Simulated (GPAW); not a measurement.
Set up this calculation in GPAW 26.7.0, as an ASE script.

```yaml
Task: relaxation of cell and atoms
Functional: PBE
Dispersion: D3
Potentials_or_basis: GPAW PAW data sets (gpaw-data 1.2.1)
Cutoff: 600 eV
Basis: pw
k_mesh: 6 × 6 × 4
Occupations: fermi-dirac, width 0.05 eV
Spin: no spin polarisation
Maxiter: 150
Optimizer: FIRE
Fmax: 0.02 eV/Å
Max_steps: 60
```

The structure of PtS2 lies in POSCAR:

```
PtS2
1.0
    3.5432000000      0.0000000000      0.0000000000
   -1.7716000000      3.0685012107      0.0000000000
    0.0000000000      0.0000000000      5.0388000000
Pt S
1 2
Direct
    0.0000000000      0.0000000000      0.0000000000
    0.6666666667      0.3333333333      0.7730000000
    0.3333333333      0.6666666667      0.2270000000
```

The input as run:

run.py

```python
from ase.calculators.mixing import SumCalculator
from ase.filters import FrechetCellFilter
from ase.io import read, write
from ase.optimize import FIRE
from dftd3.ase import DFTD3
from gpaw import GPAW, PW

atoms = read('POSCAR')

calc = GPAW(mode=PW(600),
            xc='PBE',
            kpts={'size': (6, 6, 4), 'gamma': True},
            occupations={'name': 'fermi-dirac', 'width': 0.05},
            nbands=26,
            convergence={'density': 1e-05, 'energy': 1e-05},
            maxiter=150,
            txt='gpaw.txt')
atoms.calc = SumCalculator([calc, DFTD3(method='pbe', damping='d3zero')])
opt = FIRE(FrechetCellFilter(atoms), trajectory='relax.traj', logfile='-')
done = opt.run(fmax=0.02, steps=60)
calc.write('gs.gpw')
write('result.traj', atoms)
print('Converged:', done)
print('Cell:', atoms.cell.cellpar().round(4))
print('Volume:', round(atoms.get_volume(), 4))
print(atoms.get_scaled_positions().round(5))
```

Potentials or basis: GPAW PAW data sets (gpaw-data 1.2.1), pw.

The run is started by

```console
$ OMP_NUM_THREADS=1 python run.py
```

It gave:

| Property | Result |
| --- | --- |
| Relaxed volume | 17.29 Å³/atom |
| Relaxed cell | a = 3.609 Å, b = 3.609 Å, c = 4.599 Å, α = 90.00°, β = 90.00°, γ = 120.00° |
| Space group after relaxing (to 0.05 Å) | P-3m1 (No. 164) |
| Energy gained by relaxing | 52.6 meV/atom |
| Ionic steps | 51 |
| Pressure after relaxing | 0.0 GPa |
| Largest force after relaxing | 0.003 eV/Å |
| Band gap on the k mesh | none (metal or under the smearing width) |
| Dispersion energy per atom | -0.360 eV |

Caveat: later steps reuse the first step's grids; pairwise dispersion overbinds metals, which lowers pressure and volume.

Wall time 13 min on 1 thread of Arm Neoverse V2, with other jobs on the host, peak memory 0.45 GiB.
